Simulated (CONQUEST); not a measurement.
The system is GaN.

```
Ga N
1.0
     3.18693    0.00000    0.00000
     0.00000    3.18693    0.00000
     0.00000    0.00000    4.50700
Ga N
2 2
Direct
  0.00000 0.00000 0.00000
  0.50000 0.50000 0.50000
  0.00000 0.50000 0.75000
  0.50000 0.00000 0.25000
```

The cell is a database's computed one.

```yaml
Program: CONQUEST 1.3
Task: single point
Functional: PBE
Potentials_or_basis: PseudoDojo NC PBE, DZP, grid cutoff 150 Ha
k_mesh: 8 × 8 × 6
Occupations: fermi-dirac, width 0.05 eV
Spin: no spin polarisation
```

On this cell: pressure 8.7 GPa; largest force zero by symmetry; band gap on the k mesh 1.84 eV.

The same run follows on a disturbed copy (atoms moved at random, drawn with an rms of 0.05 Å):

```
CELL_PARAMETERS angstrom
3.18693 0.00000 0.00000
0.00000 3.18693 0.00000
0.00000 0.00000 4.50700
ATOMIC_POSITIONS crystal
Ga 0.49706 0.50406 0.50237
Ga 0.99706 0.00406 0.00237
N 0.00197 0.49715 0.74535
N 0.50197 0.99715 0.24535
```

Task: What changes?

Result: The energy moves by +5.8 meV/atom; pressure 8.8 GPa; largest force 0.553 eV/Å; band gap on the k mesh 1.76 eV.

Forces in eV/Å, atoms in the order of the input:
```
Ga   0.242 -0.265 -0.421
Ga   0.242 -0.265 -0.421
N   -0.232  0.242  0.422
N   -0.232  0.242  0.422
```

The forces don't sum to zero, so they hold noise of the program's grid.

Caveats: the box holds several primitive cells, so bands are folded and the points are those of the box's own zone; the basis of atomic orbitals isn't converged, which shifts pressures, moduli and gaps; the real-space grid breaks the cell's symmetry a little (some runs).

